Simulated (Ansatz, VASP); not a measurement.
## Au in VASP and in Ansatz

```
Au
1.0
    -1.65727    1.65727    1.65727
     1.65727   -1.65727    1.65727
     1.65727    1.65727   -1.65727
Au
1
Direct
  0.00000 0.00000 0.00000
```

This isn't the form of Au at room conditions, which is fcc.

Alike in both runs: task single point; functional r2SCAN; k mesh 22 × 22 × 22; occupations gaussian, width 0.15 eV; no spin polarisation.

```csv
,VASP,Ansatz
version,VASP 6.6.1,Ansatz 0.2.0
potentials or method,"VASP PAW PBE potentials, release 64 (Au)","scalar-relativistic, plane waves, PAW"
plane-wave cutoff (eV),520,500
valence electrons in the cell,11,19
```

```tsv
	VASP	Ansatz	Ansatz less VASP
gap on the k mesh at the Fermi level (eV)	none	none	-
pressure (GPa)	-4.5	-4.7	-0.21
```

A gap of «none» marks a metal or a gap that the smearing closes. The two sets of potentials don't hold the same shells in valence.

Caveats: the PAW data sets were made with another functional, which shifts forces and pressure a little (VASP). Spin-orbit coupling is left out, which matters for the levels of Au.
